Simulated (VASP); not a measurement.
The system is Mg2ZnO3.

```
Mg Zn O
1.0
     4.30655    0.00000    0.00000
     0.00000    4.30655    0.00000
     0.00000    0.00000    4.12597
Mg Zn O
2 1 3
Cartesian
  2.1533 0.0000 3.0547
  0.0000 2.1533 3.0547
  0.0000 0.0000 3.8244
  2.1533 0.0000 0.9835
  0.0000 2.1533 0.9835
  2.1533 2.1533 3.1920
```

The cell was built by a generator and needn't be a form met in nature.

```yaml
Program: VASP 6.6.1
Task: relaxation of cell and atoms
Functional: PBE
Potentials_or_basis: VASP PAW PBE potentials, release 64 (Mg, Zn, O)
Cutoff: 520 eV
k_mesh: 3 × 3 × 4
Occupations: gaussian, width 0.15 eV
Spin: no spin polarisation
```

At the start: pressure 3.9 GPa; volume 12.75 Å³/atom.

Problem. Where does the relaxation end?

Solution. Over 11 steps the energy falls by 753.1 meV/atom and the volume is 11.79 Å³/atom (-7.6 %); space group P4mm (No. 99, to 0.05 Å).

Step by step:
| step | energy change (eV) | largest force (eV/Å) | pressure (GPa) | volume (Å³) |
| --- | --- | --- | --- | --- |
| 1 | 0.0000 | 5.9535 | 3.92 | 76.52 |
| 2 | -2.0613 | 3.9401 | -3.00 | 79.79 |
| 3 | -2.4427 | 2.3743 | -2.18 | 82.34 |
| 4 | -3.2036 | 2.0106 | -5.89 | 82.97 |
| 5 | -3.2191 | 1.5247 | -6.16 | 82.89 |
| 6 | -4.2234 | 1.0213 | -5.96 | 76.23 |
| 7 | -4.2995 | 1.0123 | -4.30 | 74.29 |
| 8 | -4.4585 | 0.6298 | 1.29 | 70.28 |
| 9 | -4.4661 | 0.5230 | 3.23 | 69.19 |
| 10 | -4.5174 | 0.1215 | 0.60 | 70.53 |
| 11 | -4.5184 | 0.0781 | -0.12 | 70.72 |

Final structure:
```xyz
6
Lattice="4.1678 0.0000 0.0000 0.0000 4.1678 0.0000 0.0000 0.0000 4.0714" Properties=species:S:1:pos:R:3 pbc="T T T"
Mg    2.0839    0.0000    2.8209
Mg    4.1678    2.0839    2.8209
Zn    0.0000    0.0000    0.7732
O     2.0839    0.0000    0.7858
O     4.1678    2.0839    0.7858
O     2.0839    2.0839    2.8350
```

Caveat: the k mesh is coarse (spacing up to 0.49 Å⁻¹), so the values aren't converged.
